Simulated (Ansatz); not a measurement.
diamond against fcc along the lanthanides

Theory: DFT, revPBE, plane waves (420 eV) with PAW, scalar-relativistic in Ansatz. (PAW data from PBE, frozen cores regenerated.)

Each structure is relaxed within its symmetry, in the lowest magnetic state of the tried starts. Differences under about 8 meV lie within the error of the k-point mesh.

Semilocal functionals delocalise ytterbium's f shell and shrink the cell.

| element | E(diamond) − E(fcc) (meV/atom) | V(diamond) (Å³/atom) | V(fcc) (Å³/atom) | state of diamond | state of fcc |
| --- | --- | --- | --- | --- | --- |
| La | 1042 | 38.19 | 38.66 | spin not included | spin not included |
| Yb | 1076 | 87.34 | 37.87 | spin not included | non-magnetic |
| Lu | ? | ? | ? | ? | ? |

Fill in the row of Lu.

E(diamond) − E(fcc) (meV/atom): 1915; V(diamond) (Å³/atom): 53.18; V(fcc) (Å³/atom): 30.18; state of diamond: spin not included; state of fcc: spin not included.
